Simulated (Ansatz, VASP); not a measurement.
**Cross-check of PRu (linear Ru-P chain) between VASP and Ansatz**

Wanted: the spread between two codes on one cell, functional and k mesh. The structure shown is the end of the Ansatz relaxation below.

Main program and level: Ansatz 0.2.0; plane waves, with VASP 6.6.1 beside it; single point at PBE.

## Step 1: Starting point

The cell holds 2 atoms: 1 Ru and 1 P. Cell: a = 7.500 Å, b = 7.500 Å, c = 4.412 Å, α = 90.0°, β = 90.0°, γ = 90.0°. Vacuum lies along a and b. The structure's axis is c.

## Step 2: Ansatz: relaxation, PBE

Ansatz runs on its default PAW (the set named soft_2) files.

This run makes the geometry at which the two programs are then compared.

The input, input.yaml:

```yaml
crystal:
  lattice:
    - [7.5, 0.0, 0.0]
    - [0.0, 7.5, 0.0]
    - [0.0, 0.0, 4.9082]
  atoms:
    - { symbol: Ru, position: [0.5, 0.5, 0.0], spin: 2.0 }
    - { symbol: P, position: [0.5, 0.5, 0.5] }
magnetization:
  spin_polarized: true
kpoints:
  mp_grid: { grid: [1, 1, 17] }
scf:
  occupations: { method: fermi_dirac, width: 0.05 }
hamiltonian:
  xc: pbe
relax:
  cell: { fix: [a, b, alpha, beta, gamma] }
  max_steps: 60
```

On the command line:

```bash
$ ansatz run input.yaml --threads 4 --pin off --max-ram 8192MiB --backend cpu --events-out ev --progress --plain --runs-dir out
```

Numbers of over 12 decimals in the logs are rounded to 6 here.

Log:

```text
Engine: ansatz 0.2.0, aarch64-unknown-linux-gnu
Pseudopotentials: kind: paw
Pseudopotential: Ru, paw, valence charge 16, recommended cutoff 420 eV (normal), Ru.paw.azcp
Pseudopotential: P, paw, valence charge 5, recommended cutoff 420 eV (normal), P.paw.azcp
Functional definition: PBE
  parameter kappa = 0.804
  parameter beta = 0.066725
  exchange = pbe_x(kappa = kappa, mu = beta*pi^2/3)
  correlation = pbe_c(beta = beta)
Crystal: 2 atoms, lattice volume = 276.086 Å³
Basis set: ecut = 420 eV, 5401 PW (Γ), exchange–correlation on 108×108×72 points (8 copies of the dense FFT grid, shifted against one another)
Bands: 16, of which v1, the nominal top of the filled ones, is band 11 counted from 1 (10 counted from 0)
Symmetry: 16 space group operations
Space group: P4/mmm (ITA 123), of the structure as read, at distance tolerance 6.5e-5 Å
Magnetic group: BNS 123.339 (UNI 999), of the structure as read, at distance tolerance 6.5e-5 Å
k-points: 9 of 17
Non-local potential: Ru, projectors of the file, l = 0: 3, l = 1: 2, l = 2: 2, l = 3: 1
Non-local potential: P, projectors of the file, l = 0: 2, l = 1: 2, l = 2: 2
PAW form: soft (Blöchl's): semilocal exchange-correlation on the pseudo side does not see the compensation charge
PAW one-centre angular grid: Ru, 590 points (default); XC on 64 Gauss nodes
PAW one-centre angular grid: P, 110 points (default); XC on 64 Gauss nodes
Initial density: superposition of atomic densities (neutral atoms: chi_scale 0, normalization atom)
Starting moments: Σ|m| = 2 μB on 1 of 2 sites
Initial wavefunctions: pseudopotential atomic-orbital guess
Functional: x = pbe(κ = 0.804, μ = 0.219515), c = pbe(β = 0.066725)
SCF iter   1: F=—  HF=-6629.494172 eV  |F-HF|=—  |Δ(HF+E_count)|=         —  Δρ=1.79e-2 (↑1.17e-2 ↓1.79e-2)  dr2=3.03e0  dr2_m=2.21e-1  M=2.501 μB ∫|m|=2.535 μB  β_m=0.30  ethr=3.10e-3  ⟨swp⟩=6.1  Hψ=1654  notcnv=0
Mixer restart at iter 1: flushing history
preconditioner: auto → LDOS  [metal: Δε(μ)=0.091 eV  Ē_g=5.754 eV  σ=0.050 eV  W_gap=0.41  n_scr=30 (ndim 8)  ℏωp=8.1 eV  f_vac=0.641  D(μ)=10.22/eV (n_scr^D=72)]
spin=Collinear: LDOS preconditioning applied to the charge; magnetization (m = ρ↑ − ρ↓) channel mixes plain (no charge-response kernel on spin).
SCF iter   2: F=—  HF=-6629.242783 eV  |F-HF|=—  |Δ(HF+E_count)|=   2.51e-1  Δρ=1.27e-2 (↑6.74e-3 ↓1.27e-2)  dr2=1.27e0  dr2_m=1.13e-1  M=2.529 μB ∫|m|=2.578 μB  β_m=0.58  ethr=3.10e-3  ⟨swp⟩=2.4  Hψ=558  notcnv=0  defer=2
SCF iter   3: F=—  HF=-6629.244129 eV  |F-HF|=—  |Δ(HF+E_count)|=   1.35e-3  Δρ=8.04e-3 (↑1.46e-3 ↓8.04e-3)  dr2=7.96e-2  dr2_m=4.29e-2  M=2.500 μB ∫|m|=2.605 μB  β_m=0.79  ethr=3.10e-3  ⟨swp⟩=2.3  Hψ=515  notcnv=0  defer=2
SCF iter   4: F=—  HF=-6629.278547 eV  |F-HF|=—  |Δ(HF+E_count)|=         —  Δρ=3.09e-3 (↑9.49e-4 ↓3.09e-3)  dr2=2.92e-2  dr2_m=8.67e-3  M=2.357 μB ∫|m|=2.530 μB  β_m=0.79  ethr=3.79e-4  ⟨swp⟩=2.2  Hψ=685  notcnv=0  defer=2
Mixer restart at iter 4: flushing history
SCF iter   5: F=—  HF=-6629.285995 eV  |F-HF|=—  |Δ(HF+E_count)|=         —  Δρ=1.43e-3 (↑5.85e-4 ↓1.43e-3)  dr2=3.49e-3  dr2_m=1.68e-3  M=2.318 μB ∫|m|=2.554 μB  β_m=0.79  ethr=1.39e-4  ⟨swp⟩=2.2  Hψ=471  notcnv=0  defer=2
Mixer restart at iter 5: flushing history
SCF iter   6: F=—  HF=-6629.289949 eV  |F-HF|=—  |Δ(HF+E_count)|=   3.95e-3  Δρ=8.56e-4 (↑3.26e-4 ↓8.56e-4)  dr2=1.54e-3  dr2_m=6.76e-4  M=2.289 μB ∫|m|=2.559 μB  β_m=0.89  ethr=1.66e-5  ⟨swp⟩=2.4  Hψ=559  notcnv=0  defer=2
SCF iter   7: F=—  HF=-6629.291272 eV  |F-HF|=—  |Δ(HF+E_count)|=   1.32e-3  Δρ=2.54e-4 (↑1.61e-4 ↓2.54e-4)  dr2=2.49e-4  dr2_m=2.61e-5  M=2.260 μB ∫|m|=2.576 μB  β_m=0.80  ethr=7.31e-6  ⟨swp⟩=2.3  Hψ=570  notcnv=0  defer=2
SCF iter   8: F=—  HF=-6629.291320 eV  |F-HF|=—  |Δ(HF+E_count)|=   4.77e-5  Δρ=6.85e-5 (↑6.85e-5 ↓6.19e-5)  dr2=6.76e-6  dr2_m=9.50e-6  M=2.253 μB ∫|m|=2.580 μB  β_m=0.90  ethr=1.18e-6  ⟨swp⟩=2.0  Hψ=572  notcnv=0  defer=2
SCF iter   9: F=—  HF=-6629.291319 eV  |F-HF|=—  |Δ(HF+E_count)|=   7.17e-7  Δρ=2.87e-5 (↑2.28e-5 ↓2.87e-5)  dr2=1.14e-6  dr2_m=1.32e-6  M=2.251 μB ∫|m|=2.584 μB  β_m=0.95  ethr=3.22e-8  ⟨swp⟩=2.8  Hψ=564  notcnv=0  defer=2
SCF iter  10: F=—  HF=-6629.291321 eV  |F-HF|=—  |Δ(HF+E_count)|=   1.77e-6  Δρ=9.53e-6 (↑5.32e-6 ↓9.53e-6)  dr2=1.33e-7  dr2_m=9.38e-8  M=2.250 μB ∫|m|=2.586 μB  β_m=0.97  ethr=5.44e-9  ⟨swp⟩=2.9  Hψ=559  notcnv=0  defer=2
SCF iter  11: F=—  HF=-6629.291321 eV  |F-HF|=—  |Δ(HF+E_count)|=   1.24e-7  Δρ=2.69e-6 (↑2.13e-6 ↓2.69e-6)  dr2=6.32e-9  dr2_m=1.32e-8  M=2.249 μB ∫|m|=2.586 μB  β_m=0.99  ethr=6.33e-10  ⟨swp⟩=2.6  Hψ=522  notcnv=0  defer=2
SCF iter  12: F=—  HF=-6629.291321 eV  |F-HF|=—  |Δ(HF+E_count)|=   2.91e-8  Δρ=2.83e-6 (↑4.09e-7 ↓2.83e-6)  dr2=2.79e-8  dr2_m=5.64e-9  M=2.249 μB ∫|m|=2.586 μB  β_m=0.99  ethr=3.01e-11  ⟨swp⟩=2.1  Hψ=1060  notcnv=0
[...]
SCF iter   4: F=—  HF=-6630.030396 eV  |F-HF|=—  |Δ(HF+E_count)|=   8.58e-4  Δρ=2.12e-4 (↑1.12e-4 ↓2.12e-4)  dr2=1.94e-4  dr2_m=2.74e-5  M=2.199 μB ∫|m|=2.278 μB  β_m=0.74  ethr=2.84e-6  ⟨swp⟩=2.3  Hψ=579  notcnv=0
SCF iter   5: F=—  HF=-6630.030393 eV  |F-HF|=—  |Δ(HF+E_count)|=   2.69e-6  Δρ=5.18e-5 (↑2.55e-5 ↓5.18e-5)  dr2=6.44e-6  dr2_m=2.96e-6  M=2.201 μB ∫|m|=2.278 μB  β_m=0.87  ethr=9.23e-7  ⟨swp⟩=2.4  Hψ=499  notcnv=0
SCF iter   6: F=—  HF=-6630.030399 eV  |F-HF|=—  |Δ(HF+E_count)|=   5.50e-6  Δρ=2.34e-5 (↑1.29e-5 ↓2.34e-5)  dr2=1.91e-6  dr2_m=4.86e-7  M=2.202 μB ∫|m|=2.277 μB  β_m=0.93  ethr=3.07e-8  ⟨swp⟩=2.0  Hψ=387  notcnv=0
SCF iter   7: F=—  HF=-6630.030400 eV  |F-HF|=—  |Δ(HF+E_count)|=   9.07e-7  Δρ=5.06e-6 (↑5.06e-6 ↓4.55e-6)  dr2=7.17e-8  dr2_m=2.78e-8  M=2.202 μB ∫|m|=2.276 μB  β_m=0.90  ethr=9.10e-9  ⟨swp⟩=2.3  Hψ=434  notcnv=0
SCF iter   8: F=-6630.030400 eV  HF=-6630.030400 eV  |F-HF|=1.65e-8  |Δ(HF+E_count)|=   1.78e-8  Δρ=1.54e-6 (↑1.54e-6 ↓1.51e-6)  dr2=1.05e-8  dr2_m=3.36e-9  M=2.202 μB ∫|m|=2.276 μB  ethr=3.41e-10  ⟨swp⟩=2.4  Hψ=1131  notcnv=0
SCF 3 converged in 8 iterations: F = -6630.030400 eV  dr2 = 1.05e-8
relax step   3: F+E_penalty+E_count = -6630.03039957 eV  Δ(F+E_penalty+E_count) = -2.331e-1 eV  max|allowed force component| = 1.302e-29 eV/Å  Δτ_max = 0.0000 Å  P = -0.140 GPa  Ω = 249.168 Å³  energy of the carried Pulay correction = +1.246e-3 eV  fix = [a, b, alpha, beta, gamma]  reactions: a -0.018, b -0.018 GPa  (8 SCF iters, dr2 threshold 2.00e-7 eV, accepted)
[...]
relax step   4: F+E_penalty+E_count = -6630.03151275 eV  Δ(F+E_penalty+E_count) = -1.113e-3 eV  max|allowed force component| = 6.705e-30 eV/Å  Δτ_max = 0.0000 Å  P = +0.003 GPa  Ω = 248.161 Å³  energy of the carried Pulay correction = +1.295e-3 eV  fix = [a, b, alpha, beta, gamma]  reactions: a -0.019, b -0.019 GPa  (6 SCF iters, dr2 threshold 2.00e-7 eV, accepted)
[...]
relax step   5: F+E_penalty+E_count = -6630.02998629 eV  Δ(F+E_penalty+E_count) = +1.526e-3 eV  max|allowed force component| = 1.302e-29 eV/Å  Δτ_max = 0.0000 Å  P = +0.004 GPa  Ω = 248.161 Å³  fix = [a, b, alpha, beta, gamma]  reactions: a -0.018, b -0.018 GPa  stress off target by 4.69e-2 GPa on what of the cell is left free  SCF on the basis re-selected at this cell (its energy is not comparable with the rows above)  (9 SCF iters)
basis re-selected at this cell: Δ(F+E_penalty+E_count) = +1.526e-3 eV, ΔP = +0.000 GPa vs the last step (what re-selecting the basis moved, of the pressure what is left beyond the Pulay correction that the steps carried, after the strain that the cell walked since its last selection, with what the two solves' SCF thresholds leave and, on support functions, any second-order correction that the steps lacked; it is no measure of the basis error at this ecutwfc). The dense FFT grid was sized anew with the basis: this SCF ran on 54×54×30 points, the steps before it on 54×54×36, so part of this shift can come from that change (see relax.cell in the input reference). [rest of the remark cut]
SCF converged after 9 iterations
Magnetization: 2.2016 μB (11.6008 up, 9.3992 down)
Absolute magnetization: 2.2719 μB (∫|ρ↑−ρ↓|, with the PAW one-centre terms)
Spin contamination: 0.0201 ħ² per cell (⟨S²⟩ above its minimum at these occupations)
Per-site moments (μB) at R_I (Å): [(1.245542, 0.909923), (0.000786708, 0.909923)]
Free energy (F): -6630.029986 eV
Harris-Foulkes:  -6630.029986 eV  (|F-HF|=9.09e-13)
Internal energy: -6630.001978 eV  (E = F + TS)
E sigma→0 (E₀):  -6630.015982 eV
Entropy (-TS):   -0.028008 eV (-14.004 meV/atom)
Fermi energy:    -2.691458 eV
--- Per-component energies (eV) ---
  E_band       = -491.252269
  E_kinetic    = 581.545456
  E_local      = -4567.874055  (includes V_loc(G=0)·N_el)
  E_nonlocal   = 381.713209
  E_hartree    = 1818.959441
  E_xc         = -246.792325
  E_vxc        = -292.508664  (∫ρ·V_xc dr)
  E_paw        = -4032.089027  (= ΣΔE_a)
  E_vpaw       = -232.046900  (= ΣTr[D̂ρ^β])
  E_aug_tail   = -0.000171  (compensation charges beyond the density's cutoff)
  E_ewald      = -565.464507
  E_smearing   = -0.028008  (= −TS)
  E_closure    = 0.000000  (closes the sum)
  Σ components = -6630.029986   (vs F -6630.029986, Δ=0.00e0)
--- Forces (eV/Å), atoms counted from 1 ---
  atom   1  Ru     0.00000000    -0.00000000     0.00000000
  atom   2  P     -0.00000000    -0.00000000     0.00000000
  max |Σ_I F_I| component: 2.60e-29 eV/Å
--- Stress (GPa, compression-positive) ---
       -0.018054       0.000000       0.000000
        0.000000      -0.018054       0.000000
        0.000000       0.000000       0.046944
  P = ⅓ Tr σ = 0.0036 GPa (0.036 kbar)
--- Relaxed structure (4 steps of the walk, 4 accepted, 1 SCFs on fresh bases) ---
  F+E_penalty+E_count = -6630.02998629 eV   max|allowed force component| = 1.302e-29 eV/Å   (the final SCF, on the basis selected at the relaxed cell)
  cell:  # Å, volume = 248.1608 Å³
    - [7.5, 0.0, 0.0]
    - [0.0, 7.5, 0.0]
    - [0.0, 0.0, 4.411747]
  atoms:
    - { symbol: Ru, position: [0.5, 0.5, 0.0] }
    - { symbol: P, position: [0.5, 0.5, 0.5] }
```

Reading the cycles: dr2 is the Hartree energy of the density residual (eV), the measure of convergence; HF is the Harris–Foulkes estimate of the energy, which meets the free energy F at convergence.

## Step 3: VASP: single point, PBE

The same cell, functional, mesh and smearing now go to VASP, with its own data sets.

Lines of VASP's logs that name or quote its potential files are left out, and so is its time.

The input, INCAR:

```
SYSTEM = PRu
PREC = Accurate
ENCUT = 500
EDIFF = 1E-06
NELM = 200
ISMEAR = -1
SIGMA = 0.05
LREAL = .FALSE.
ALGO = Normal
GGA = PE
NBANDS = 17
ISPIN = 2
MAGMOM = 1.25 0
LASPH = .TRUE.
LMAXMIX = 4
LORBIT = 11
LWAVE = .FALSE.
LCHARG = .FALSE.
ISIF = 2
GGA_COMPAT = .FALSE.
```

The input, POSCAR:

```
PRu
1.0
    7.5000000000      0.0000000000      0.0000000000
    0.0000000000      7.5000000000      0.0000000000
    0.0000000000      0.0000000000      4.4117469427
Ru P
1 1
Direct
    0.5000000000      0.5000000000      0.0000000000
    0.5000000000      0.5000000000      0.5000000000
```

The input, KPOINTS:

```
Automatic mesh
0
Gamma
1 1 17
0 0 0
```

The projector-augmented-wave data sets are Ru_pv and P (PBE family, release 64).

On the command line:

```bash
$ mpirun -np 1 vasp_std
```

Log:

```text
[banner, memory and clock lines left out]
running    1 mpi-ranks, on    1 nodes
 distrk:  each k-point on    1 cores,    1 groups
 distr:  one band on    1 cores,    1 groups

 POSCAR found type information on POSCAR RuP
 POSCAR found :  2 types and       2 ions
 LDA part: xc-table for (Slater+PW92), standard interpolation
 POSCAR, INCAR and KPOINTS ok, starting setup
 FFT: planning ... GRIDC
 FFT: planning ... GRID_SOFT
 FFT: planning ... GRID
 WAVECAR not read
 entering main loop
       N       E                     dE             d eps       ncg     rms          rms(c)
DAV:   1     0.686229919805E+02    0.68623E+02   -0.87825E+03   828   0.761E+02
DAV:   2    -0.602618816760E+01   -0.74649E+02   -0.71506E+02   791   0.167E+02
DAV:   3    -0.107410896238E+02   -0.47149E+01   -0.45087E+01   744   0.340E+01
DAV:   4    -0.108238857252E+02   -0.82796E-01   -0.82688E-01   790   0.476E+00
DAV:   5    -0.108255141552E+02   -0.16284E-02   -0.16283E-02   763   0.574E-01    0.123E+01
DAV:   6    -0.109724694556E+02   -0.14696E+00   -0.69478E+00   622   0.214E+01    0.143E+01
DAV:   7    -0.103462608587E+02    0.62621E+00   -0.63986E+00   617   0.161E+01    0.601E+00
DAV:   8    -0.101570116851E+02    0.18925E+00   -0.37383E-01   678   0.461E+00    0.184E+00
DAV:   9    -0.102390141254E+02   -0.82002E-01   -0.10109E-01   645   0.178E+00    0.247E+00
DAV:  10    -0.101864303417E+02    0.52584E-01   -0.12385E-02   675   0.869E-01    0.253E+00
DAV:  11    -0.102163658080E+02   -0.29935E-01   -0.14072E-02   620   0.886E-01    0.207E+00
DAV:  12    -0.102666413343E+02   -0.50276E-01   -0.12638E-01   692   0.248E+00    0.802E-01
DAV:  13    -0.102654279277E+02    0.12134E-02   -0.67294E-03   626   0.580E-01    0.514E-01
DAV:  14    -0.102644009825E+02    0.10269E-02   -0.18260E-03   642   0.291E-01    0.230E-01
DAV:  15    -0.102661998397E+02   -0.17989E-02   -0.18364E-03   645   0.294E-01    0.522E-02
DAV:  16    -0.102664196369E+02   -0.21980E-03   -0.23826E-04   685   0.105E-01    0.350E-02
DAV:  17    -0.102665315681E+02   -0.11193E-03   -0.11918E-04   613   0.638E-02    0.184E-02
DAV:  18    -0.102666908852E+02   -0.15932E-03   -0.10436E-04   616   0.738E-02    0.190E-02
DAV:  19    -0.102667937565E+02   -0.10287E-03   -0.48168E-05   628   0.372E-02    0.124E-02
DAV:  20    -0.102668292710E+02   -0.35515E-04   -0.27033E-05   605   0.325E-02    0.297E-03
DAV:  21    -0.102668323439E+02   -0.30728E-05   -0.15382E-06   587   0.903E-03    0.397E-03
DAV:  22    -0.102668339971E+02   -0.16532E-05   -0.12434E-06   555   0.743E-03    0.116E-03
DAV:  23    -0.102668345735E+02   -0.57646E-06   -0.13565E-07   508   0.251E-03
   1 F= -.10266835E+02 E0= -.10252486E+02  d E =-.286980E-01  mag=     2.2019
```

Parts of OUTCAR (step 3):

```text
ion  position               nearest neighbor table
   1  0.500  0.500  0.000-   2 2.21   2 2.21
   2  0.500  0.500  0.500-   1 2.21   1 2.21

  LATTYP: Found a simple tetragonal cell.
 ALAT       =     7.5000000000
 C/A-ratio  =     0.5882329257

 Subroutine GETGRP returns: Found 16 space group operations
 (whereof 16 operations were pure point group operations)

The static configuration has the point symmetry D_4h.

 Found      9 irreducible k-points:

   k-points           NKPTS =      9   k-points in BZ     NKDIM =      9   number of bands    NBANDS=     17

   dimension x,y,z NGX =    56 NGY =   56 NGZ =   32
   dimension x,y,z NGXF=   112 NGYF=  112 NGZF=   64

   ENCUT  =  500.0 eV  36.75 Ry    6.06 a.u.  13.67 13.67  8.04*2*pi/ulx,y,z

   NELECT =      19.0000    total number of electrons

 k-points in reciprocal lattice and weights: Automatic mesh
   0.00000000  0.00000000  0.00000000       0.059
   0.00000000  0.00000000  0.05882353       0.118
   0.00000000  0.00000000  0.11764706       0.118
   0.00000000  0.00000000  0.17647059       0.118
   0.00000000  0.00000000  0.23529412       0.118
   0.00000000  0.00000000  0.29411765       0.118
   0.00000000  0.00000000  0.35294118       0.118
   0.00000000  0.00000000  0.41176471       0.118
   0.00000000  0.00000000  0.47058824       0.118

 average (electrostatic) potential at core
       1 -82.5238       2 -91.3751

 E-fermi :  -3.3590

 spin component 1
 k-point     1 :       0.0000    0.0000    0.0000
  band No.  band energies     occupation
    ...
      8      -4.8189      1.00000
      9      -4.4086      1.00000
     10      -4.1241      1.00000
     11      -4.1241      1.00000
     12      -3.8641      0.99996
     13       0.2689      0.00000
     14       1.8794      0.00000
     15       2.3195      0.00000
     16       2.6127      0.00000
     17       2.6127      0.00000

 k-point     2 :       0.0000    0.0000    0.0588
  band No.  band energies     occupation
    ...
      8      -4.9654      1.00000
      9      -4.4068      1.00000
     10      -3.9779      1.00000
     11      -3.9779      1.00000
     12      -3.8928      0.99998
     13       0.4018      0.00000
     14       1.9900      0.00000
     15       2.3424      0.00000
     16       2.6091      0.00000
     17       2.6091      0.00000

 k-point     3 :       0.0000    0.0000    0.1176
  band No.  band energies     occupation
    ...
      8      -5.0762      1.00000
      9      -4.4018      1.00000
     10      -3.9300      0.99999
     11      -3.6412      0.99647
     12      -3.6412      0.99647
     13       0.6919      0.00000
     14       2.3513      0.00000
     15       2.4111      0.00000
     16       2.5873      0.00000
     17       2.5873      0.00000

 k-point     4 :       0.0000    0.0000    0.1765
  band No.  band energies     occupation
    ...
      6      -5.7492      1.00000
      7      -5.7492      1.00000
      8      -5.0702      1.00000
      9      -4.3941      1.00000
     10      -3.9392      0.99999
     11      -3.2192      0.05755
     12      -3.2192      0.05755
     13       0.9779      0.00000
     14       2.5123      0.00000
     15       2.5123      0.00000
    ...

 k-point     5 :       0.0000    0.0000    0.2353
  band No.  band energies     occupation
    ...
      6      -5.9646      1.00000
      7      -5.9646      1.00000
      8      -5.0630      1.00000
      9      -4.3848      1.00000
     10      -3.9276      0.99999
     11      -2.7530      0.00001
     12      -2.7530      0.00001
     13       1.2238      0.00000
     14       2.3351      0.00000
     15       2.3351      0.00000
    ...

 k-point     6 :       0.0000    0.0000    0.2941
  band No.  band energies     occupation
    ...
      6      -6.1438      1.00000
      7      -6.1438      1.00000
      8      -5.0555      1.00000
      9      -4.3752      1.00000
     10      -3.9063      0.99998
     11      -2.2643      0.00000
     12      -2.2643      0.00000
     13       1.4577      0.00000
     14       2.0319      0.00000
     15       2.0319      0.00000
    ...

  Total       -0.0394457     -0.0394457      0.0045085      0.0000000      0.0000000     -0.0000000
  in kB       -0.2546699     -0.2546699      0.0291075      0.0000000      0.0000000     -0.0000000
  external PRESSURE =      -0.1600774 kB  Pullay stress =       0.0000000 kB

  energy-cutoff  :      500.00
  volume of cell :      248.16
      direct lattice vectors                 reciprocal lattice vectors
     7.500000000  0.000000000  0.000000000     0.133333333  0.000000000  0.000000000
     0.000000000  7.500000000  0.000000000     0.000000000  0.133333333  0.000000000
     0.000000000  0.000000000  4.411746943     0.000000000  0.000000000  0.226667579

 POSITION                                       TOTAL-FORCE (eV/Angst)
 -----------------------------------------------------------------------------------
      3.75000      3.75000      0.00000         0.000000      0.000000      0.000000
      3.75000      3.75000      2.20587         0.000000      0.000000      0.000000
 -----------------------------------------------------------------------------------
    total drift:                                0.000000      0.000000      0.000000

  FREE ENERGIE OF THE ION-ELECTRON SYSTEM (eV)
  ---------------------------------------------------
  free  energy   TOTEN  =       -10.2668345735 eV

  energy  without entropy=      -10.2381366013  energy(sigma->0) =      -10.25248559

 total charge
# of ion       s       p       d       tot
------------------------------------------
    1        0.309   6.166   6.015  12.490
    2        1.088   1.402   0.000   2.490
--------------------------------------------------
tot          1.397   7.568   6.015  14.980

 magnetization (x)
# of ion       s       p       d       tot
------------------------------------------
    1        0.151   0.028   1.485   1.664
    2       -0.004  -0.003   0.000  -0.007
--------------------------------------------------
tot          0.147   0.025   1.485   1.658

[... 6 further parts left out ...]
```

## Step 4: Comparison

Known differences besides the potentials themselves: VASP starts from the moments at which Ansatz ended; the data sets hold 21 valence electrons in Ansatz (on its default PAW (the set named soft_2) files) and 19 in VASP; the cutoff is 420 eV in Ansatz and 500 eV in VASP; Ansatz's pressure holds a Pulay correction, VASP's none; site moments are counted in spheres of each program's own size. Total energies have different zeros and are not compared.

Compared:

| quantity | Ansatz | VASP | difference |
| --- | --- | --- | --- |
| pressure (GPa) | 0.00 | -0.02 | +0.02 |
| total moment (μB) | 2.20 | 2.20 | 0.00 |
| moment on Ru1 (μB) | 1.25 | 1.66 | -0.42 |

## Step 5: What came out

```yaml
difference_in_total_moment_single_point_pbe: -2.7e-4 μB
```

**Reading.** The difference in total moment is -2.7e-4 μB (single point, PBE). The data sets hold unlike numbers of valence electrons (21 in Ansatz and 19 in VASP), so part of the differences comes from the potentials. Such differences can come from data sets, numerical settings and the points named under the comparisons, not from the functional's error against experiment.

[Lines on the potential files, build, host, timing and source positions are cut from VASP's logs without a mark.]

[Logs are printed without paths, hosts, clocks, repeated set-up lines and the standing remarks that a program may print on its own settings, such as how far it seeks lower states.]

[Hosts, paths, dates, database ids (printed as entryN), source tags and the programs' standing remarks are cut or masked in the printed files.]
